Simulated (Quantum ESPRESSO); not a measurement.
**MgO: electronic dielectric constant by level of theory**

```cif
data_structure
_symmetry_space_group_name_H-M 'P 1'
_symmetry_Int_Tables_number 1
_cell_length_a 2.9656
_cell_length_b 2.9656
_cell_length_c 2.9656
_cell_angle_alpha 60.000
_cell_angle_beta 60.000
_cell_angle_gamma 60.000
_cell_volume 18.44
loop_
_atom_site_label
_atom_site_type_symbol
_atom_site_fract_x
_atom_site_fract_y
_atom_site_fract_z
_atom_site_occupancy
Mg1 Mg 0.00000 0.00000 0.00000 1
O1 O 0.50000 0.50000 0.50000 1
```

```csv
rung,level,program and potentials,cutoff (eV),k mesh,task,core time,chip,electronic dielectric constant,miss,notes
GGA,PBE,"Quantum ESPRESSO, GBRV 1.5 PBE",612,"6 × 6 × 6, shifted",phonons,88 s,Arm Neoverse V1,3.19,+7.8 %,-
GGA,PBEsol,"Quantum ESPRESSO, GBRV 1.5 PBEsol",612,"6 × 6 × 6, shifted",phonons,1.9 min,Intel Xeon Platinum 8375C Ice Lake,3.25,+9.8 %,cell relaxed first (9.36 Å³/atom)
GGA,revPBE,"Quantum ESPRESSO, GBRV 1.5 PBE",612,"6 × 6 × 6, shifted",phonons,2.2 min,Intel Xeon Platinum 8375C Ice Lake,3.23,+9.1 %,potentials made for PBE; cell relaxed first (9.85 Å³/atom)
GGA,AM05,"Quantum ESPRESSO, PseudoDojo 0.4.1 SR PBE standard",1143,"8 × 8 × 8, shifted",dielectric tensor,3 min,Arm Neoverse V1,(a),?,potentials made for PBE
GGA,WC,"Quantum ESPRESSO, PseudoDojo 0.4.1 SR PBE standard",1143,"8 × 8 × 8, shifted",dielectric tensor,3.1 min,Arm Neoverse V1,3.21,+8.4 %,potentials made for PBE
GGA,BLYP,"Quantum ESPRESSO, PseudoDojo 0.4.1 SR PBE standard",1143,"8 × 8 × 8, shifted",dielectric tensor,3.3 min,Arm Neoverse V1,3.09,+4.4 %,potentials made for PBE
GGA,PBEsol,"Quantum ESPRESSO, GBRV 1.5 PBEsol",612,"4 × 4 × 4, shifted",phonon dispersion,14 min,Arm Neoverse V1,3.24,+9.5 %,coarse mesh; cell relaxed first (9.36 Å³/atom)
LDA,LDA,"Quantum ESPRESSO, GBRV 1.5 LDA",612,"4 × 4 × 4, shifted",phonon dispersion,14 min,Arm Neoverse V1,3.19,+7.8 %,coarse mesh; cell relaxed first (9.01 Å³/atom)
```

Times are single runs on shared hosts and different chips, so they are rough; meshes, cutoffs and the tasks' sizes weigh on the time. All rows: no spin polarisation. Meshes differ between rows, which moves values too. All levels ran on this one cell, unrelaxed unless noted. Meshes are those of the run's cell of 2 atoms unless a note names another. Misses use the values as printed. Runs on faulty files, with rough fits or with known faults for this quantity aren't shown. No row holds spin-orbit coupling.

Measured: 2.96 (a printed reference work). The runs are for a static lattice.

Question: Estimate the value left out from the other rows.

Answer: (a) 3.22, miss +8.8 %.
